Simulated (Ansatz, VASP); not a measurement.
## Re: VASP beside Ansatz

File INCAR:

```
SYSTEM = Re
ALGO = Normal
EDIFF = 1E-6
ENCUT = 520
ISIF = 2
ISMEAR = -1
LASPH = .True.
LCHARG = .True.
LELF = .True.
LREAL = .False.
LVHAR = .True.
LWAVE = .False.
NBANDS = 22
NELM = 60
PREC = Accurate
SIGMA = 0.05
```

File KPOINTS:

```
k-points
0
Gamma
  11 11 3
  0 0 0
```

File POSCAR:

```
Re
1.0
    2.7663873939      0.0000000000      0.0000000000
   -1.3831936969      2.3957617598      0.0000000000
    0.0000000000      0.0000000000      8.9388451600
Re
4
Direct
    0.6666666667      0.3333333333      0.7500000000
    0.0000000000      0.0000000000      0.5000000000
    0.3333333333      0.6666666667      0.2500000000
    0.0000000000      0.0000000000      0.0000000000
```

File input.yaml:

```yaml
crystal:
  lattice:
    - [2.7663873939, 0.0, 0.0]
    - [-1.3831936969, 2.3957617598, 0.0]
    - [0.0, 0.0, 8.93884516]
  atoms:
    - { symbol: Re, position: [0.6666666667, 0.3333333333, 0.75] }
    - { symbol: Re, position: [0.0, 0.0, 0.5] }
    - { symbol: Re, position: [0.3333333333, 0.6666666667, 0.25] }
    - { symbol: Re, position: [0.0, 0.0, 0.0] }
kpoints:
  mp_grid: { grid: [11, 11, 3] }
scf:
  occupations: { method: fermi_dirac, width: 0.05 }
hamiltonian:
  xc: lda
  pseudopotentials: { kind: all_electron, lapw: { basis_error: 0.002 } }
output:
  forces: true
  stress: true
  eigenvalues: true
```

Alike in both runs: task single point; functional LDA; k mesh 11 × 11 × 3; occupations fermi-dirac, width 0.05 eV; no spin polarisation.

```csv
,VASP,Ansatz
version,VASP 6.6.1,Ansatz 0.2.0
potentials or method,"VASP PAW LDA potentials, release 64 (Re)","all-electron LAPW, scalar-relativistic"
plane-wave cutoff (eV),520,see its input
```

VASP gave:

| Item | Value |
| --- | --- |
| gap on the k mesh at the Fermi level (eV) | none |
| pressure (GPa) | -11.4 |
| largest component of the traceless stress (GPa) | 0.18 |

Question: What did Ansatz give for the same quantities?

Answer: gap on the k mesh at the Fermi level (eV): none; pressure (GPa): -12.5; largest component of the traceless stress (GPa): 0.10.

A gap of «none» marks a metal or a gap that the smearing closes. Ansatz ran all-electron here, so the differences hold the error of VASP's frozen core and of both bases.

Spin-orbit coupling is left out, which matters for the levels of Re.
